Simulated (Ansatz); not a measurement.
# BN (P6_3mc), ideal shear of a crystal plane

Theory: Ansatz 0.2.0, DFT PBE, scalar-relativistic, plane waves, PAW. Settings: plane waves to 420 eV, k-mesh 10×10×2 (Γ-centred), Gaussian smearing 0.05 eV. No spin polarisation. Energies are free energies at this smearing, counted from the undisturbed cell; pressure is positive in compression.

Reference structure (as given, not relaxed at this level; it stands at 0.0 GPa; this wurtzite form isn't the usual structure):

```
B N
1.0
    -2.55394    0.00000    0.00000
     1.27697   -2.21178    0.00000
     0.00000    0.00000   12.68056
B N
6 6
Direct
  0.33333 0.66667 0.22904
  0.33333 0.66667 0.56237
  0.33333 0.66667 0.89571
  0.66667 0.33333 0.06237
  0.66667 0.33333 0.39571
  0.66667 0.33333 0.72904
  0.33333 0.66667 0.10423
  0.33333 0.66667 0.43756
  0.33333 0.66667 0.77089
  0.66667 0.33333 0.93756
  0.66667 0.33333 0.27089
  0.66667 0.33333 0.60423
```

The cut lies on the cell's a–b face, a (0 0 1) plane (indices in the standard cell, whose axes needn't be the Cartesian ones shown) of area 5.65 Å², between layers 1.58 Å apart. Vector c is tilted by f times 1·a − 1·b (length 4.424 Å) with the atoms' Cartesian places fixed: one unrelaxed fault a cell. The traction is dγ/du, the slope of γ against the slip u in Å.

```csv
f,γ (mJ/m²),traction (GPa)
0.0000,0,0.0
0.0833,1152,63.0
0.1667,4513,114.1
0.2500,8856,106.5
0.3333,10990,0.0
0.4167,9630,-56.3
0.5000,7793,-36.1
0.5833,7157,-0.3
0.6667,7330,0.0
0.7500,6439,-53.2
0.8333,3737,-83.0
0.9167,1055,-55.1
```

Question: Read off the first barrier and the stress needed to climb it, and compare with Frenkel's sinusoid.

Answer: The first sampled maximum lies at f = 0.333, a slip of 1.47 Å, with γ ≈ 10990 mJ/m², which stands in for the unstable fault energy γ_us, and the steepest sampled slope before it is 114.1 GPa. A sinusoid γ = γ_us sin²(πu/λ) with its maximum there has λ = 2.95 Å and a largest slope πγ_us/λ = 117.1 GPa (1 mJ/m² per Å = 0.01 GPa). The stand-in is too high: a rotation axis of order three or more passes through this point, so the curvature is the same in every direction of the plane and the point is a peak of the γ-surface, which slip goes round.

Question: Is there a metastable fault on this line?

Answer: The samples dip to a local minimum of 7157 mJ/m² at f = 0.583. It lies off the rotation axes, between two maxima that lie on them, so it is most likely the pass between two peaks of the γ-surface: a saddle for slip across the line, a better estimate of γ_us, and no metastable fault.

The cut is rigid; relaxing the faces lowers these energies and usually the stresses.